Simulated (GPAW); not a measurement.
# EuS (Fm-3m) in GPAW: equation of state with PBE+U

Aim: the equation of state of EuS with PBE+U.

All numbers are computed with GPAW 26.7.0; they aren't measurements. Logs are shortened: lines on timing, memory, paths and dates and some standing lists are left out, and cuts for length are marked. The log counts tension as positive stress, the text compression.

**The experiment to reproduce.**

From “Crystal-field mediated electronic transitions of EuS up to 35 GPa”, 2022, pmc:8786971, for a bulk crystal of EuS: bulk modulus 61.5 ± 0.5 GPa.

How close the calculation comes is told below.

## Step 1: The structure

It takes space group Fm-3m (No. 225, cubic). The conventional cell has a = 5.957 Å, b = 5.957 Å, c = 5.957 Å, α = 90.00°, β = 90.00°, γ = 90.00°. Eu (site symmetry m-3m) has 6 S at 2.98 Å as nearest neighbours. Around S (site symmetry m-3m) lie 6 Eu at 2.98 Å.

## Step 2: Equation of state, PBE+U, collinear spin, ferromagnetic start

Input file run.py:

```python
from ase.eos import EquationOfState
from ase.io import Trajectory
from ase.spacegroup import crystal
from ase.units import GPa
from gpaw import GPAW, PW

# Eu 4a
# S 4b
atoms = crystal(['Eu', 'S'],
                basis=[[0.0, 0.0, 0.0],
                       [0.5, 0.0, 0.0]],
                spacegroup=225, setting=1,  # Fm-3m
                cellpar=[5.957, 5.957, 5.957, 90.0, 90.0, 90.0],
                primitive_cell=True)
atoms.set_initial_magnetic_moments([7.0, 0.0])

traj = Trajectory('eos.traj', 'w')
volumes, energies = [], []
for x in [0.94, 0.96, 0.98, 1.0, 1.02, 1.04, 1.06]:
    a = atoms.copy()
    a.set_cell(atoms.cell * x**(1 / 3), scale_atoms=True)
    calc = GPAW(mode=PW(800),
                xc='PBE',
                kpts={'size': (6, 6, 6), 'gamma': True},
                occupations={'name': 'fermi-dirac', 'width': 0.05},
                setups={'Eu': ':f,7.0'},
                nbands=25,
                convergence={'density': 1e-05, 'energy': 1e-05},
                maxiter=150,
                txt=f'eos-{x:.2f}.txt')
    a.calc = calc
    energies.append(a.get_potential_energy(force_consistent=True))
    volumes.append(a.get_volume())
    p = -a.get_stress()[:3].mean() / GPa
    calc.write(f'eos-{x:.2f}.gpw')
    traj.write(a)
    print(f'{x:.2f} {volumes[-1]:10.4f} A^3 {energies[-1]:14.6f} eV {p:9.3f} GPa', flush=True)

v0, e0, B = EquationOfState(volumes, energies, eos='birchmurnaghan').fit()
print(f'V0 = {v0:.4f} A^3, E0 = {e0:.6f} eV, B0 = {B / GPa:.2f} GPa')
```

Potentials or basis: GPAW PAW data sets (gpaw-data 1.2.1), pw.

On the command line:

```bash
OMP_NUM_THREADS=1 python run.py
```

Standard output:

```text
__  _  _
 | _ |_)|_||  |
 |__||  | ||/\| - 26.7.0

Input parameters:
  mode=PW(ecut=800.0),
  convergence={'density': 1e-05, 'energy': 1e-05},
  kpts=MonkhorstPack(size=(6, 6, 6), gamma=True),
  maxiter=150,
  nbands=25,
  occupations=Occupations(name='fermi-dirac', width=0.05),
  setups={'Eu': ':f,7.0'},
  xc=XC(name='PBE')

Diagonalizing LCAO Hamiltonian
Converting LCAO to pw mode

                S

       Eu

Atoms  # Å, Bohr magnetons
|   | symbol |        x |        y |        z |    initial magnetic moments |
|---|--------|----------|----------|----------|-----------------------------|
| 0 |     Eu | 0.000000 | 0.000000 | 0.000000 | ( 0.0000,  0.0000,  7.0000) |
| 1 |      S | 2.917697 | 2.917697 | 2.917697 | ( 0.0000,  0.0000,  0.0000) |

Unit cell  # Å
| periodic |        x |        y |        z |  lengths |    angles |
|----------|----------|----------|----------|----------|-----------|
|      yes | 0.000000 | 2.917697 | 2.917697 | 4.126247 | 60.000000 |
|      yes | 2.917697 | 0.000000 | 2.917697 | 4.126247 | 60.000000 |
|      yes | 2.917697 | 2.917697 | 0.000000 | 4.126247 | 60.000000 |

Number of symmetries: 48
Symmetry operations  # r_c * U_cc + t_c -> r_c
|    | kind |            matrix            |
|----|------|------------------------------|
|  0 |  σ   |  1, 0, 0,  1, 0,-1,  1,-1, 0 |
|  1 |  C2  |  1, 0, 0,  1,-1, 0,  1, 0,-1 |
|  2 |  E   |  1, 0, 0,  0, 1, 0,  0, 0, 1 |
|  3 |  σ   |  1, 0, 0,  0, 0, 1,  0, 1, 0 |
|  4 |  C4  |  1, 0,-1,  1, 0, 0,  1,-1, 0 |
|  5 |  S6  |  1, 0,-1,  1,-1, 0,  1, 0, 0 |
|  6 |  σ   |  1, 0,-1,  0, 1,-1,  0, 0,-1 |
|  7 |  C3  |  1, 0,-1,  0, 0,-1,  0, 1,-1 |
|  8 |  S6  |  1,-1, 0,  1, 0, 0,  1, 0,-1 |
|  9 |  C4  |  1,-1, 0,  1, 0,-1,  1, 0, 0 |
| 10 |  C3  |  1,-1, 0,  0,-1, 1,  0,-1, 0 |
| 11 |  σ   |  1,-1, 0,  0,-1, 0,  0,-1, 1 |
| 12 |  σ   |  0, 1, 0,  1, 0, 0,  0, 0, 1 |
| 13 |  C4  |  0, 1, 0,  0, 1,-1, -1, 1, 0 |
| 14 |  C3  |  0, 1, 0,  0, 0, 1,  1, 0, 0 |
| 15 |  S6  |  0, 1, 0, -1, 1, 0,  0, 1,-1 |
| 16 |  C2  |  0, 1,-1,  1, 0,-1,  0, 0,-1 |
| 17 |  σ   |  0, 1,-1,  0, 1, 0, -1, 1, 0 |
| 18 |  S4  |  0, 1,-1,  0, 0,-1,  1, 0,-1 |
| 19 |  C4  |  0, 1,-1, -1, 1, 0,  0, 1, 0 |
| 20 |  C3  |  0, 0, 1,  1, 0, 0,  0, 1, 0 |
| 21 |  σ   |  0, 0, 1,  0, 1, 0,  1, 0, 0 |
| 22 |  S6  |  0, 0, 1,  0,-1, 1, -1, 0, 1 |
| 23 |  C4  |  0, 0, 1, -1, 0, 1,  0,-1, 1 |
| 24 |  S4  |  0, 0,-1,  1, 0,-1,  0, 1,-1 |
| 25 |  C3  |  0, 0,-1,  0, 1,-1,  1, 0,-1 |
| 26 |  C2  |  0, 0,-1,  0,-1, 0, -1, 0, 0 |
| 27 |  S6  |  0, 0,-1, -1, 0, 0,  0,-1, 0 |
| 28 |  S4  |  0,-1, 1,  1,-1, 0,  0,-1, 0 |
| 29 |  C4  |  0,-1, 1,  0, 0, 1, -1, 0, 1 |
| 30 |  C2  |  0,-1, 1,  0,-1, 0,  1,-1, 0 |
| 31 |  σ   |  0,-1, 1, -1, 0, 1,  0, 0, 1 |
| 32 |  C3  |  0,-1, 0,  1,-1, 0,  0,-1, 1 |
| 33 |  S6  |  0,-1, 0,  0, 0,-1, -1, 0, 0 |
| 34 |  S4  |  0,-1, 0,  0,-1, 1,  1,-1, 0 |
| 35 |  C2  |  0,-1, 0, -1, 0, 0,  0, 0,-1 |
| 36 |  C2  | -1, 1, 0,  0, 1, 0,  0, 1,-1 |
| 37 |  S6  | -1, 1, 0,  0, 1,-1,  0, 1, 0 |
| 38 |  S4  | -1, 1, 0, -1, 0, 1, -1, 0, 0 |
| 39 |  C3  | -1, 1, 0, -1, 0, 0, -1, 0, 1 |
[... 116 lines left out ...]

density mixing:
  MSR1-Mixer
  Pratt-step length: 0.05
  Maximum mixing coefficient: 0.75
  Old densities: 10
  SVD Regularization: 0.005
  Good broyden scale: 1.0
  Trust region scale: 1.0
  Backstep threshold: 4.0
  History deletion threshold: 6.0
  Fourier metric: weight=20.0, sigma=0.015

occupation numbers:
  Fermi-Dirac:
    width: 0.0500  # eV

poisson solver:
  ecut: 6400.0  # eV

xc functional:
  name: PBE with 2 nearest neighbor stencil

convergence criteria:
- Maximum integral of absolute [dens]ity change: 1e-05 electrons / valence electron
- Maximum [total energy] change in last 3 cyles: 1e-05 eV / valence electron
- Maximum integral of absolute [eigenst]ate change: 4e-08 eV^2 / valence electron
maximum number of iterations: 150

SCF iterations
|iter     | |      energy | eigst |  dens |  magmom |
|---------|-|-------------|-------|-------|---------|
|iter:   1| |  -18.436567 | -0.21 |       |  +7.0100|
|iter:   2| |  -18.375963 | -2.19 | -1.14 |  +7.0095|
|iter:   3| |  -18.185776 | -2.22 | -1.18 |  +7.0030|
|iter:   4| |  -18.193580 | -3.83 | -1.77 |  +7.0011|
|iter:   5| |  -18.195635 | -3.74 | -2.15 |  +7.0000|
|iter:   6| |  -18.195630 | -5.27 | -3.10 |  +7.0000|
|iter:   7| |  -18.195640c| -6.35 | -3.36 |  +7.0000|
|iter:   8| |  -18.195641c| -6.71 | -3.84 |  +7.0000|
|iter:   9| |  -18.195641c| -7.29 | -4.34 |  +7.0000|
|iter:  10| |  -18.195641c| -8.64c| -5.17c|  +7.0000|

Converged in 10 steps
Energy contributions relative to reference atoms: (reference = -305938.431509)

Energy contributions:
  Kinetic:          55.134962
  Coulomb:         -48.081308
  Zero:             -0.506185
  External:          0.000000
  Xc:              -24.743083
  Entropy:          -0.000054
  Spinorbit:         0.000000
  ----------------------------
  Free energy:     -18.195668
  Extrapolated:    -18.195641

dipole moment: (-31.973937, -31.973937, -31.973937)  # |e|*Ang

Total magnetic moment: (0.000000, 0.000000, 7.000000)

Local magnetic moments
|        x |        y |         z |
|----------|----------|-----------|
| 0.000000 | 0.000000 |  6.788669 |  # Eu   0
| 0.000000 | 0.000000 | -0.051437 |  # S    1

Fermi level: 7.644
Eigenvalues  # (at kpt = [0.000, 0.000, 0.000])
| band index |      eig [eV] | occ [0-1] |      eig [eV] | occ [0-1] |
|------------|---------------|-----------|---------------|-----------|
|          0 |       -31.655 |     1.000 |       -28.518 |     1.000 |
|        ... |               |           |               |           |
|          4 |        -4.973 |     1.000 |        -4.964 |     1.000 |
|          5 |         5.469 |     1.000 |         6.094 |     1.000 |
|          6 |         5.469 |     1.000 |         6.094 |     1.000 |
|          7 |         5.469 |     1.000 |         6.094 |     1.000 |
|          8 |         6.495 |     1.000 |        10.451 |     0.000 |
|          9 |         6.636 |     1.000 |        10.581 |     0.000 |
|         10 |         6.636 |     1.000 |        10.581 |     0.000 |
|         11 |         6.636 |     1.000 |        10.581 |     0.000 |
|         12 |         7.388 |     0.994 |        11.625 |     0.000 |
|         13 |         7.388 |     0.994 |        11.625 |     0.000 |
|         14 |         7.388 |     0.994 |        15.290 |     0.000 |
|         15 |         9.969 |     0.000 |        18.488 |     0.000 |
|         16 |         9.969 |     0.000 |        18.488 |     0.000 |
|         17 |         9.969 |     0.000 |        18.488 |     0.000 |
|         18 |        10.028 |     0.000 |        18.619 |     0.000 |
|        ... |               |           |               |           |
|         24 |        21.973 |     0.000 |        22.702 |     0.000 |

Gap: 0.510 eV
Transition (v -> c):
  (s=0, k=0, n=14, [0.00, 0.00, 0.00]) -> (s=0, k=12, n=15, [0.50, 0.50, 0.00])
Direct/indirect transitions are different
Direct gap: 0.860 eV
Transition at: (s=0, k=12, n=14, [0.50, 0.50, 0.00])

Stress tensor  # eV/Ang^3
|         x |         y |         z |
|-----------|-----------|-----------|
| -0.036636 |  0.000000 |  0.000000 |
|  0.000000 | -0.036636 | -0.000000 |
|  0.000000 | -0.000000 | -0.036636 |

# Writing to eos-0.94.gpw (mode='')
```

stdout:

```text
0.94    49.6765 A^3     -18.195668 eV     5.870 GPa
0.96    50.7334 A^3     -18.230005 eV     4.431 GPa
0.98    51.7904 A^3     -18.255281 eV     3.126 GPa
1.00    52.8473 A^3     -18.272367 eV     1.945 GPa
1.02    53.9042 A^3     -18.282096 eV     0.879 GPa
1.04    54.9612 A^3     -18.285059 eV    -0.089 GPa
1.06    56.0181 A^3     -18.281852 eV    -0.967 GPa
V0 = 54.9248 A^3, E0 = -18.285043 eV, B0 = 48.39 GPa
```

It took 5.9 min on 1 thread of Arm Neoverse V1, shared host; peak memory 0.48 GiB.

What came out:

| Item | Value |
| --- | --- |
| Equilibrium volume | 27.46 Å³/atom |
| Bulk modulus | 48 GPa |
| Pressure derivative of the bulk modulus | 4.0 |

Energy against volume, from the lowest point:
| volume (Å³/atom) | energy (meV/atom) |
| --- | --- |
| 24.838 | 44.70 |
| 25.367 | 27.53 |
| 25.895 | 14.89 |
| 26.424 | 6.35 |
| 26.952 | 1.48 |
| 27.481 | 0.00 |
| 28.009 | 1.60 |

Caveat: one-centre terms of the f shell are cut off; spin-orbit coupling is left out, which moves the levels of the heavy elements. The state reached can hang on the start; a lower one may exist.

## Step 3: Against experiment

Step 2. Measured bulk modulus of EuS: 61.5 GPa (quoted in “Crystal-field mediated electronic transitions of EuS up to 35 GPa”, 2022, pmc:8786971). This calculation gives 48 GPa (-21.3 %). The fit is for a static lattice scaled at fixed shape and fixed fractional positions.
